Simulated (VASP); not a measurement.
# BN in VASP 6.6.1, relaxation

INCAR

```
ENCUT = 600
NSW = 40
EDIFF = 1E-7
SIGMA = 0.02
PREC = Accurate
LCHARG = .FALSE.
LREAL = .FALSE.
GGA = PE
ISMEAR = -1
IBRION = 2
PSTRESS = 20
ISIF = 3
LASPH = .TRUE.
NELM = 120
EDIFFG = -5E-3
IVDW = 20
LWAVE = .FALSE.
NBANDS = 5
```

KPOINTS

```
KPOINTS created by Atomic Simulation Environment
0
Gamma
12 12 12
0 0 0
```

POSCAR

```
B  N
 1.0000000000000000
     0.0000000000000000    1.6858627859999999    1.6858627859999999
     1.6858627859999999    0.0000000000000000    1.6858627859999999
     1.6858627859999999    1.6858627859999999    0.0000000000000000
 B   N
   1   1
Cartesian
  0.0000000000000000  0.0000000000000000  0.0000000000000000
  0.8429313930000000  0.8429313930000000  0.8429313930000000
```

The recommended PBE PAW datasets give the neutral cell 8 valence electrons.

Command

```
mpirun -np 1 vasp_std
```

**Question.** How does this run end, and what does it give?

**Answer.** It converged. Results: relaxed cell vector lengths 2.543, 2.543, 2.543 Å; relaxed cell volume 11.62 Å³.

OSZICAR

```
N       E                     dE             d eps       ncg     rms          rms(c)
DAV:   1     0.386113050370E+02    0.38611E+02   -0.57469E+03   725   0.183E+03
DAV:   2    -0.173077986229E+02   -0.55919E+02   -0.54221E+02  1025   0.352E+02
DAV:   3    -0.180725261830E+02   -0.76473E+00   -0.76473E+00   885   0.528E+01
DAV:   4    -0.180755389477E+02   -0.30128E-02   -0.30128E-02  1095   0.228E+00
DAV:   5    -0.180755748359E+02   -0.35888E-04   -0.35888E-04   855   0.527E-02    0.807E+00
DAV:   6    -0.168861047133E+02    0.11895E+01   -0.32870E+00   725   0.247E+01    0.413E+00
DAV:   7    -0.167291110183E+02    0.15699E+00   -0.26509E-01   935   0.869E+00    0.220E+00
DAV:   8    -0.167088490192E+02    0.20262E-01   -0.53626E-02   850   0.358E+00    0.249E-01
DAV:   9    -0.167088852500E+02   -0.36231E-04   -0.77677E-04   860   0.506E-01    0.107E-01
DAV:  10    -0.167089605269E+02   -0.75277E-04   -0.72968E-05   900   0.162E-01    0.175E-02
...
DAV:   3    -0.174392893160E+02    0.19842E-06   -0.53101E-07   810   0.987E-03    0.125E-03
DAV:   4    -0.174392892337E+02    0.82320E-07   -0.59439E-08   365   0.355E-03
  17 F= -.17715212E+02 E0= -.17715212E+02  d E =-.412445E-04
       N       E                     dE             d eps       ncg     rms          rms(c)
DAV:   1    -0.174398712750E+02   -0.58196E-03   -0.33621E-04   795   0.306E-01    0.228E-02
DAV:   2    -0.174398614614E+02    0.98137E-05   -0.35297E-05   810   0.779E-02    0.680E-03
DAV:   3    -0.174398607801E+02    0.68125E-06   -0.21330E-06   915   0.198E-02    0.249E-03
DAV:   4    -0.174398605558E+02    0.22427E-06   -0.25930E-07   475   0.715E-03    0.636E-04
DAV:   5    -0.174398605328E+02    0.23082E-07   -0.23479E-08   360   0.280E-03
  18 F= -.17715237E+02 E0= -.17715237E+02  d E =-.653702E-04
```

```
ionic step  ΔH (meV/atom)  volume (Å³)  largest force (eV/Å)  pressure (GPa)  electronic steps
         1            0.0         9.58                 0.000          108.91                13
         2           50.9        14.74                 0.000          -57.50                10
         3         -292.4        11.74                 0.000           -1.55                 8
         4         -293.0        11.65                 0.000            1.33                 7
         5         -292.9        11.60                 0.000            2.80                 5
         6         -293.0        11.60                 0.000            2.78                 2
         7         -293.0        11.61                 0.000            2.74                 3
        12         -293.0        11.61                 0.000            2.73                 2
        13         -293.0        11.61                 0.000            2.72                 2
        14         -293.0        11.61                 0.000            2.71                 2
        15         -293.0        11.61                 0.000            2.66                 3
        16         -293.0        11.61                 0.000            2.59                 3
        17         -293.0        11.62                 0.000            2.43                 4
        18         -293.0        11.62                 0.000            2.11                 5
```

 The volume moved far on the plane waves of the start cell, so a restart from CONTCAR is due.

For comparison, a separate PBE relaxation on usual settings, not on those above, ends at 11.90 Å³.
